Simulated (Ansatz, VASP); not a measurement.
# One calculation of MoS, two programs

```
Mo S
1.0
     0.00000    2.63741    2.63741
     2.63741    0.00000    2.63741
     2.63741    2.63741    0.00000
Mo S
1 1
Direct
  0.00000 0.00000 0.00000
  0.25000 0.25000 0.25000
```

Alike in both runs: functional PBEsol; k mesh 14 × 14 × 14; occupations gaussian, width 0.1 eV; no spin polarisation.

Ansatz relaxed the structure, and its values are those at the end. VASP's run is a single point on that final structure, the one shown.

|  | VASP | Ansatz |
| --- | --- | --- |
| version | VASP 6.6.1 | Ansatz 0.2.0 |
| potentials or method | VASP PAW PBE potentials, release 64 (Mo_sv, S) | scalar-relativistic, plane waves, PAW |
| plane-wave cutoff (eV) | 520 | 420 |
| valence electrons in the cell | 20 | 20 |

|  | VASP | Ansatz | Ansatz less VASP |
| --- | --- | --- | --- |
| gap on the k mesh at the Fermi level (eV) | none | none | - |
| pressure (GPa) | 0.2 | 0.0 | -0.18 |

A gap of «none» marks a metal or a gap that the smearing closes. The functional is the same, so the differences come from potentials, cutoffs and numerics.

Caveats: the PAW data sets were made with another functional, which shifts forces and pressure a little (VASP).
